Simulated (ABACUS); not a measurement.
# GaN (P6_3mc) in ABACUS: further runs

One crystal, GaN, is run at these levels: LDA-PW92; tasks: single point, relaxation of cell and atoms.

All numbers are computed with ABACUS 3.10.1; they aren't measurements. Logs are shortened: lines on timing, memory, paths and dates and some standing lists are left out, and cuts for length are marked.

**Experimental background.**

From “Studying electronic properties in GaN without electrical contacts using γ-γ vs e−-γ Perturbed Angular Correlations”, 2019, pmc:6823545, for a bulk crystal of GaN: band gap 3.503 ± 0.005 eV (direct).

The runs below are set against these values where they give the same quantity.

**1. The crystal as given**

The structure is hexagonal, space group P6_3mc (No. 186). The conventional cell has a = 3.180 Å, b = 3.180 Å, c = 5.166 Å, α = 90.00°, β = 90.00°, γ = 120.00°. Around Ga (site symmetry 3m) lie 4 N at 1.94 to 1.95 Å. N (site symmetry 3m) has 4 Ga at 1.94 to 1.95 Å as nearest neighbours.

**2. Single point, LDA-PW92**

The input, INPUT:

```
INPUT_PARAMETERS
suffix              GaN
calculation         scf
basis_type          pw
pseudo_dir          ./
symmetry            1
dft_functional      LDA_X+LDA_C_PW
ecutwfc             40
pseudo_rcut         10
nspin               1
nbands              35
ks_solver           dav
smearing_method     fd
smearing_sigma      0.00367493
scf_thr             1e-08
scf_nmax            100
mixing_type         broyden
mixing_beta         0.7
cal_force           1
cal_stress          1
ecutrho             320
out_chg             1
kpar                4
```

The input, STRU:

```
ATOMIC_SPECIES
Ga 69.7230 ga_lda_v1.4.uspp.F.UPF
N 14.0070 n_lda_v1.2.uspp.F.UPF

LATTICE_CONSTANT
6.0093290763

LATTICE_VECTORS
1.0000000000 0.0000000000 0.0000000000
-0.5000000000 0.8660254038 0.0000000000
0.0000000000 0.0000000000 1.6245283019

ATOMIC_POSITIONS
Cartesian

Ga
0.0
2
0.5000000000 0.2886751346 0.8122641509 1 1 1
-0.0000000001 0.5773502692 0.0000000000 1 1 1

N
0.0
2
0.5000000000 0.2886751346 1.4214622642 1 1 1
-0.0000000001 0.5773502692 0.6091981132 1 1 1
```

The input, KPT:

```
K_POINTS
0
Gamma
8 8 4 0 0 0
```

Potentials or basis: GBRV ultrasoft 1.5 LDA, plane waves.

The run is started by

```bash
OMP_NUM_THREADS=1 mpirun -np 4 abacus > log
```

running log:

```text
ABACUS v3.10.1

               Atomic-orbital Based Ab-initio Computation at UStc

 ------------------------------------------------------------------------------------

 READING GENERAL INFORMATION
                           global_out_dir = OUT.GaN/
                           global_in_card = INPUT
                               pseudo_dir = ./
                              orbital_dir =
                                    DSIZE = 4
                                    GSIZE = 1

 READING UNITCELL INFORMATION
                                    ntype = 2
                  lattice constant (Bohr) = 6.00933
              lattice constant (Angstrom) = 3.18

 READING ATOM TYPE 1
                               atom label = Ga
                      L=0, number of zeta = 1
                      L=1, number of zeta = 1
                      L=2, number of zeta = 1
             number of atom for this type = 2

 READING ATOM TYPE 2
                               atom label = N
                      L=0, number of zeta = 1
                      L=1, number of zeta = 1
                      L=2, number of zeta = 1
             number of atom for this type = 2

                        TOTAL ATOM NUMBER = 4
CARTESIAN COORDINATES ( UNIT =       6.009329076300 Bohr ).
    atom                   x                   y                   z     mag                  vx                  vy                  vz
tauc_Ga1            0.5000000000        0.2886751346        0.8122641509  0.0000        0.0000000000        0.0000000000        0.0000000000
tauc_Ga2           -0.0000000001        0.5773502692        0.0000000000  0.0000        0.0000000000        0.0000000000        0.0000000000
tauc_N1            0.5000000000        0.2886751346        1.4214622642  0.0000        0.0000000000        0.0000000000        0.0000000000
tauc_N2           -0.0000000001        0.5773502692        0.6091981132  0.0000        0.0000000000        0.0000000000        0.0000000000

                          Volume (Bohr^3) = 305.306
                             Volume (A^3) = 45.2417

 Lattice vectors: (Cartesian coordinate: in unit of a_0)
                   +1                  +0                  +0
                 -0.5           +0.866025                  +0
                   +0                  +0            +1.62453
 Reciprocal vectors: (Cartesian coordinate: in unit of 2 pi/a_0)
                   +1            +0.57735                  -0
                   -0             +1.1547                  -0
                   +0                  -0           +0.615563
 The esolver type has been set to : ksdft_pw

                PAO radial cut off (Bohr) = 10

 Read in pseudopotential file is ga_lda_v1.4.uspp.F.UPF
                     pseudopotential type = US
          exchange-correlation functional = PZ
                 nonlocal core correction = 1
                        valence electrons = 19
                                     lmax = 2
                           number of zeta = 4
                     number of projectors = 6
                           L of projector = 0
                           L of projector = 0
                           L of projector = 1
                           L of projector = 1
                           L of projector = 2
                           L of projector = 2
 XC functional updated to : LDA_X+LDA_C_PW
          exchange-correlation functional = LDA_X+LDA_C_PW
                PAO radial cut off (Bohr) = 10

 Read in pseudopotential file is n_lda_v1.2.uspp.F.UPF
                     pseudopotential type = US
          exchange-correlation functional = PZ
                 nonlocal core correction = 1
                        valence electrons = 5
                                     lmax = 1
                           number of zeta = 2
                     number of projectors = 4
                           L of projector = 0
                           L of projector = 0
                           L of projector = 1
                           L of projector = 1
 XC functional updated to : LDA_X+LDA_C_PW
          exchange-correlation functional = LDA_X+LDA_C_PW
     initial pseudo atomic orbital number = 32

 SETUP THE ELECTRONS NUMBER
            electron number of element Ga = 19
      total electron number of element Ga = 38
             electron number of element N = 5
       total electron number of element N = 10
            AUTOSET number of electrons:  = 48
                           occupied bands = 24
                                   NBANDS = 35
                                   NLOCAL = 36

%%%%%%%%%%%%%%%%%%%%%%%%%%%%%%%%%%%%%%%%%%%%%%%%%%%%%%%%%%%%%%%%%%%%%%%%%%%%%%%%%%%%%%%%%%%%%%%%%%%%%%%%%%
 Warning: the number of valence electrons in pseudopotential > 3 for Ga: [Ar] 3d10 4s2 4p1
 Pseudopotentials with additional electrons can yield (more) accurate outcomes, but may be less efficient.
 If you're confident that your chosen pseudopotential is appropriate, you can safely ignore this warning.
%%%%%%%%%%%%%%%%%%%%%%%%%%%%%%%%%%%%%%%%%%%%%%%%%%%%%%%%%%%%%%%%%%%%%%%%%%%%%%%%%%%%%%%%%%%%%%%%%%%%%%%%%%

 SETUP THE PLANE WAVE BASIS
 energy cutoff for charge/potential (unit:Ry) = 160
            fft grid for charge/potential = [ 25, 25, 40 ]
[... 90 lines left out ...]
                   Input type of k points = Monkhorst-Pack(Gamma)
                                   nkstot = 256
                       right hand lattice = 1
(for reciprocal lattice: )
                             BRAVAIS TYPE = 4
                     BRAVAIS LATTICE NAME = 04. Hexagonal cell
                                    ibrav = 4
                       right hand lattice = 1
(for k-lattice: )
                             BRAVAIS TYPE = 4
                     BRAVAIS LATTICE NAME = 04. Hexagonal cell
                                    ibrav = 4
                       right hand lattice = 1
                        ROTATION MATRICES = 24
                               nkstot_ibz = 30
K-POINTS REDUCTION ACCORDING TO SYMMETRY
     IBZ    DIRECT_X    DIRECT_Y    DIRECT_Z  WEIGHT  ibz2bz
       1  0.00000000  0.00000000  0.00000000  0.0039       0
       2 -0.12500000  0.12500000  0.00000000  0.0234       1
       3 -0.25000000  0.25000000  0.00000000  0.0234       2
       4 -0.37500000  0.37500000  0.00000000  0.0234       3
       5  0.50000000  0.50000000  0.00000000  0.0117       4
       6 -0.12500000  0.25000000  0.00000000  0.0234       9
[... 22 lines left out ...]
      29  0.50000000  0.25000000  0.50000000  0.0234     146
      30  0.37500000  0.37500000  0.50000000  0.0234     147

                               nkstot now = 30
[... K-POINTS DIRECT COORDINATES: 30 rows ...]

           k-point number in this process = 8
       minimum distributed K point number = 7
[... stars of the k points ...]

[... K-POINTS CARTESIAN COORDINATES: 8 rows ...]

[... K-POINTS DIRECT COORDINATES: 8 rows ...]

 SETUP PLANE WAVES FOR WAVE FUNCTIONS
     energy cutoff for wavefunc (unit:Ry) = 40
              fft grid for wave functions = [ 25, 25, 40 ]
                    number of plane waves = 2045
                         number of sticks = 139

 PARALLEL PW FOR WAVE FUNCTIONS
     PROC   COLUMNS(POT)             PW
        1            139           2045
 --------------- sum -------------------
        1            139           2045

 SETUP NONLOCAL PSEUDOPOTENTIALS IN PLANE WAVE BASIS
 Ga non-local projectors:
 projector 1 L=0
 projector 2 L=0
 projector 3 L=1
 projector 4 L=1
 projector 5 L=2
 projector 6 L=2
 N non-local projectors:
 projector 1 L=0
 projector 2 L=0
 projector 3 L=1
 projector 4 L=1
      TOTAL NUMBER OF NONLOCAL PROJECTORS = 52

 Init Non-Local PseudoPotential table :
 Init Non-Local-Pseudopotential done.

                                     npwx = 1311

 Make real space PAO into reciprocal space.
       max mesh points in Pseudopotential = 693
     dq(describe PAO in reciprocal space) = 0.01
                                    max q = 763

 number of pseudo atomic orbitals for Ga is 4
WARNING: norm of atomic wavefunction # 4 of atomic type Ga is 0.999973, renormalized

 number of pseudo atomic orbitals for N is 2
WARNING: norm of atomic wavefunction # 2 of atomic type N is 0.999999, renormalized

 -------------------------------------------
 SELF-CONSISTENT
 -------------------------------------------
                                 init_chg = atomic

 PW ALGORITHM --------------- ION=   1  ELEC=   1--------------------------------

 Density error is 11.4471854785
                          Error Threshold = 0.01
----------------------------------------------------------
     Energy           Rydberg                 eV
----------------------------------------------------------
 E_KohnSham     -863.7443191691      -11751.8443558298
 E_Harris       -974.6390088102      -13260.6440128905
 E_Fermi        0.9670329106         13.1571577379
----------------------------------------------------------
[... 87 lines left out ...]
 Density error is 8.16968157262e-09
                          Error Threshold = 1.82936381428e-10
----------------------------------------------------------
     Energy           Rydberg                 eV
----------------------------------------------------------
 E_KohnSham     -870.4564677284      -11843.1678220589
 E_KS(sigma->0) -870.4564677284      -11843.1678220588
 E_Harris       -870.4535600043      -11843.1282604434
 E_band         -70.2010210897       -955.1338922378
 E_one_elec     -672.4512921315      -9149.1692004507
 E_Hartree      361.2236376304       4914.6997240607
 E_xc           -106.4776047996      -1448.7021346672
 E_Ewald        -452.7512084276      -6159.9962110016
 E_entropy(-TS) -0.0000000000        -0.0000000001
 E_descf        0.0000000000         0.0000000000
 E_exx          0.0000000000         0.0000000000
 E_Fermi        0.8636304009         11.7502944182
----------------------------------------------------------

 charge density convergence is achieved
 final etot is -11843.167822 eV
 EFERMI = 11.750294418 eV

 STATE ENERGY(eV) AND OCCUPATIONS    NSPIN == 1
 1/8 kpoint (Cartesian) = 0.0000 0.0000 0.0000 (1303 pws)
       1       -81.6497     0.00781250
       2       -81.6484     0.00781250
       3       -81.6484     0.00781250
       4       -81.6482     0.00781250
       5       -81.6482     0.00781250
       6       -81.6479     0.00781250
[... 212 lines left out ...]
      34        24.4113        0.00000
      35        29.1710        0.00000

[... levels at 2 further k points ...]

------------------------------------------------------------------------------------------
 TOTAL-FORCE (eV/Angstrom)
------------------------------------------------------------------------------------------
                       Ga1         0.0000000000         0.0000000000        -0.1259700817
                       Ga2         0.0000000000         0.0000000000        -0.1259700817
                        N1         0.0000000000         0.0000000000         0.1259700817
                        N2         0.0000000000         0.0000000000         0.1259700817
------------------------------------------------------------------------------------------

----------------------------------------------------------------
 TOTAL-STRESS (KBAR)
----------------------------------------------------------------
       -51.0746636963        -0.0000000000        -0.0000000000
         0.0000000000       -51.0746636945        -0.0000000000
         0.0000000000         0.0000000000       -29.6577810841
----------------------------------------------------------------
 TOTAL-PRESSURE: -43.935703 KBAR

 --------------------------------------------
 !FINAL_ETOT_IS -11843.1678220588546537 eV
 --------------------------------------------
```

It took 13 s on 4 MPI ranks of Intel Xeon Platinum 8488C (Sapphire Rapids), shared host; peak memory 0.72 GiB.

Results:

- Free energy: -11843.1678 eV
- Pressure: -4.4 GPa
- Largest force: 0.126 eV/Å
- Band gap on the k mesh: 1.98 eV, direct

Forces on the atoms (eV/Å):
```
Ga   0.000  0.000 -0.126
Ga   0.000  0.000 -0.126
N    0.000  0.000  0.126
N    0.000  0.000  0.126
```

Stress tensor (GPa, compression positive):
```
-5.11  0.00  0.00
 0.00 -5.11  0.00
 0.00  0.00 -2.97
```

Levels at points of the mesh, in eV from the valence-band top:
```tsv
k point	band 20	band 21	band 22	band 23	band 24	band 25	band 26	band 27
(0.00, 0.00, 0.00)	-1.08	-1.08	-0.06	0.00	0.00	1.98	4.19	9.10
(0.50, 0.50, 0.00)	-5.36	-4.33	-2.81	-2.30	-1.00	4.91	5.53	5.93
(0.00, 0.00, 0.50)	-3.88	-0.55	-0.55	-0.55	-0.55	4.23	4.23	8.37
(0.50, 0.50, 0.50)	-6.73	-1.98	-1.98	-1.95	-1.95	4.31	4.31	7.67
```

**3. Relaxation of cell and atoms, LDA-PW92**

Changes to INPUT since step 2:

```diff
@@ -2,5 +2,6 @@
 suffix              GaN
-calculation         scf
+calculation         cell-relax
 basis_type          pw
 pseudo_dir          ./
+latname             hexagonal
 symmetry            1
@@ -10,3 +11,3 @@
 nspin               1
-nbands              35
+nbands              29
 ks_solver           dav
@@ -21,3 +22,7 @@
 ecutrho             320
-out_chg             1
+relax_nmax          60
+force_thr_ev        0.02
+relax_method        cg
+out_stru            1
+stress_thr          0.5
 kpar                4
```

The input, STRU:

```
ATOMIC_SPECIES
Ga 69.7230 ga_lda_v1.4.uspp.F.UPF
N 14.0070 n_lda_v1.2.uspp.F.UPF

LATTICE_CONSTANT
6.0093290763

LATTICE_PARAMETERS
1.6245283019

ATOMIC_POSITIONS
Direct

Ga
0.0
2
0.6666666667 0.3333333333 0.5000000000 1 1 1
0.3333333333 0.6666666667 0.0000000000 1 1 1

N
0.0
2
0.6666666667 0.3333333333 0.8750000000 1 1 1
0.3333333333 0.6666666667 0.3750000000 1 1 1
```

KPT is that of step 2.

Potentials or basis: GBRV ultrasoft 1.5 LDA, plane waves.

The run is started by

```bash
OMP_NUM_THREADS=1 mpirun -np 4 abacus > log
```

It took 61 s on 4 MPI ranks of Intel Xeon Platinum 8488C (Sapphire Rapids), shared host; peak memory 0.72 GiB.

Results (log left out):

```
Free energy                            : -11843.1854 eV
Relaxed volume                         : 11.04 Å³/atom
Relaxed cell                           : a = 3.151 Å, b = 3.151 Å, c = 5.138 Å, α = 90.00°, β = 90.00°, γ = 120.00°
Space group after relaxing (to 0.05 Å) : P6_3mc (No. 186)
Energy gained by relaxing              : 4.4 meV/atom
Ionic steps                            : 7
Pressure after relaxing                : 0.0 GPa
Largest force after relaxing           : 0.016 eV/Å
Band gap on the k mesh                 : 2.14 eV, direct
```

Forces on the atoms (eV/Å):
```
Ga   0.000  0.000 -0.016
Ga   0.000  0.000 -0.016
N    0.000  0.000  0.016
N    0.000  0.000  0.016
```

Step by step:
| step | energy change (eV) | largest force (eV/Å) | pressure (GPa) | volume (Å³) |
| --- | --- | --- | --- | --- |
| 1 | 0.0000 | 0.1258 | -4.53 | 45.24 |
| 2 | 0.0010 | 0.1068 | 5.32 | 43.10 |
| 3 | -0.0176 | 0.0147 | 0.05 | 44.16 |
| 4 | -0.0176 | 0.0323 | -0.01 | 44.18 |
| 5 | -0.0176 | 0.0051 | 0.06 | 44.16 |
| 6 | -0.0176 | 0.0128 | -0.07 | 44.18 |
| 7 | -0.0176 | 0.0156 | -0.03 | 44.17 |

Final structure:
```yaml
crystal:
  lattice:
    - [3.15064, 0.00000, 0.00000]
    - [-1.57532, 2.72853, 0.00000]
    - [0.00000, 0.00000, 5.13797]
  atoms:
    - { symbol: Ga, position: [0.66667, 0.33333, 0.49942] }
    - { symbol: Ga, position: [0.33333, 0.66667, 0.99942] }
    - { symbol: N, position: [0.66667, 0.33333, 0.87558] }
    - { symbol: N, position: [0.33333, 0.66667, 0.37558] }
```

Levels at points of the mesh, in eV from the valence-band top:
```
           k point  band 20  band 21  band 22  band 23  band 24  band 25  band 26
(0.00, 0.00, 0.00)    -1.09    -1.09    -0.06     0.00     0.00     2.14     4.38
(0.50, 0.50, 0.00)    -5.47    -4.42    -2.89    -2.35    -1.05     5.01     5.67
(0.00, 0.00, 0.50)    -3.93    -0.56    -0.56    -0.56    -0.56     4.40     4.40
(0.50, 0.50, 0.50)    -6.87    -2.05    -2.05    -2.00    -2.00     4.39     4.39
```

Caveat: there are fewer bands than atomic start orbitals, so a level may be missed at k points of high symmetry.

**4. Comparison with measurements**

Step 2. Against the measured gap of GaN, 3.503 eV (direct; quoted in “Studying electronic properties in GaN without electrical contacts using γ-γ vs e−-γ Perturbed Angular Correlations”, 2019, pmc:6823545), the calculated 1.98 eV is off by -1.52 eV. Spin-orbit coupling on Ga is left out. The value is that of LDA-PW92, without temperature or zero-point motion. Semilocal functionals fall short of measured gaps as a rule.
